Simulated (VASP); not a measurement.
**NbP: equation of state with PBE**

NbP:

```xyz
4
Lattice="-1.6625 1.6625 5.6900 1.6625 -1.6625 5.6900 1.6625 1.6625 -5.6900" Properties=species:S:1:pos:R:3 pbc="T T T"
Nb    0.0000    1.6625    2.8450
Nb    0.0000    0.0000    0.0000
P     1.6625    0.0000    2.8450
P     0.0000    0.0000    5.6900
```

Measurements of this composition are mostly on another form, of space group No. 109.

```
Program             : VASP 6.6.1
Task                : equation of state
Functional          : PBE
Potentials or basis : VASP PAW PBE potentials, release 64 (Nb_sv, P)
Cutoff              : 520 eV
k mesh              : 11 × 11 × 11
Occupations         : fermi-dirac, width 0.05 eV
Spin                : no spin polarisation
```

The equilibrium volume is 17.40 Å³/atom (rough: see the caveat). The bulk modulus at fixed shape and positions is 150 GPa (rough).

Energy against volume, from the lowest point:
```tsv
volume (Å³/atom)	energy (meV/atom)
14.783	210.78
15.098	149.24
15.412	98.32
15.727	57.05
16.041	24.53
16.356	0.00
```

All runs of the series together: 46 min on 1 thread of Intel(R) Xeon(R) Platinum 8559C (Emerald Rapids) (shared host).

Caveat: the minimum lies outside the volumes run; the cell was scaled at fixed shape and fractional positions, which overstates the stiffness of a crystal with free parameters, most of all of layers and chains.
